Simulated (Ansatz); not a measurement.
OH on the (100) surface of Si, space group Fd-3m (No. 227), its top face closed with Cl on dimers, its bottom face closed with H (top face towards +c; held atoms: 1, 2, 3, 4, 5, 6, 7, 8, 9, 10, 11, 12), one molecule per 58.8 Å². Starting structure (open bond down, lowest atom O over a top Cl site; the molecule's atoms stand last):

```yaml
crystal:
  lattice:
    - [7.66719, 0.00000, 0.00000]
    - [0.00000, 7.66719, 0.00000]
    - [0.00000, 0.00000, 28.41528]
  atoms:
    - { symbol: Si, position: [0.50000, 0.25000, 0.31080] }
    - { symbol: Si, position: [0.50000, 0.75000, 0.31080] }
    - { symbol: Si, position: [0.00000, 0.25000, 0.31080] }
    - { symbol: Si, position: [0.00000, 0.75000, 0.31080] }
    - { symbol: Si, position: [0.50000, 0.50000, 0.35850] }
    - { symbol: Si, position: [0.50000, 0.00000, 0.35850] }
    - { symbol: Si, position: [0.00000, 0.50000, 0.35850] }
    - { symbol: Si, position: [0.00000, 0.00000, 0.35850] }
    - { symbol: Si, position: [0.75000, 0.50000, 0.40619] }
    - { symbol: Si, position: [0.75000, 0.00000, 0.40619] }
    - { symbol: Si, position: [0.25000, 0.50000, 0.40619] }
    - { symbol: Si, position: [0.25000, 0.00000, 0.40619] }
    - { symbol: Si, position: [0.75000, 0.75000, 0.45169] }
    - { symbol: Si, position: [0.75000, 0.25000, 0.45169] }
    - { symbol: Si, position: [0.25000, 0.75000, 0.45589] }
    - { symbol: Si, position: [0.25000, 0.25000, 0.45589] }
    - { symbol: Si, position: [0.99201, 0.75000, 0.50185] }
    - { symbol: Si, position: [0.99201, 0.25000, 0.50185] }
    - { symbol: Si, position: [0.50799, 0.75000, 0.50185] }
    - { symbol: Si, position: [0.50799, 0.25000, 0.50185] }
    - { symbol: Si, position: [0.90874, 0.00000, 0.54413] }
    - { symbol: Si, position: [0.90874, 0.50000, 0.54413] }
    - { symbol: Si, position: [0.59126, 0.00000, 0.54413] }
    - { symbol: Si, position: [0.59126, 0.50000, 0.54413] }
    - { symbol: H, position: [0.35142, 0.25000, 0.27778] }
    - { symbol: H, position: [0.35142, 0.75000, 0.27778] }
    - { symbol: H, position: [0.84989, 0.25000, 0.27836] }
    - { symbol: H, position: [0.84989, 0.75000, 0.27836] }
    - { symbol: H, position: [0.65011, 0.25000, 0.27836] }
    - { symbol: H, position: [0.65011, 0.75000, 0.27836] }
    - { symbol: H, position: [0.14858, 0.25000, 0.27778] }
    - { symbol: H, position: [0.14858, 0.75000, 0.27778] }
    - { symbol: Cl, position: [0.99820, 0.00000, 0.61284] }
    - { symbol: Cl, position: [0.99820, 0.50000, 0.61284] }
    - { symbol: Cl, position: [0.50180, 0.00000, 0.61284] }
    - { symbol: Cl, position: [0.50180, 0.50000, 0.61284] }
    - { symbol: O, position: [0.50180, 0.50000, 0.68604] }
    - { symbol: H, position: [0.51961, 0.45096, 0.71701] }
```

Computed with DFT PBE+D3(BJ), scalar-relativistic, plane waves, PAW (Ansatz 0.2.0). Plane waves to 420 eV, a k mesh through Γ of 2×2×1 on the computed 38-atom cell and Gaussian smearing (0.05 eV); collinear spin. A dipole correction removes the field between periodic images along c.

E_ads is per molecule, from the clean relaxed slab and the free relaxed molecule; negative means bound; no zero-point or thermal terms, forces under 0.04 eV/Å, and the free molecule is spin-polarised where open-shell. Heights count from the highest slab atom.

Q: How strongly does it adsorb?

A: -2.70 eV.

Q: Does the molecule survive, and how close does it come to the surface?

A: It stays whole. Its lowest atom lies -0.38 Å over the highest slab atom; shortest contacts O–Si 1.67 Å.

Q: How does the dipole along +c change?

A: The dipole changes by +0.050 e·Å a cell.

Each end is the local minimum that its start leads to.

Spin polarisation was left out for Si24H9Cl4O (a zero moment there is imposed), and a magnetic state may lie lower. An atom lies near a switch of its D3 coefficient C6 between reference coordination numbers, so the dispersion energy changes steeply there and can make or shift the minimum.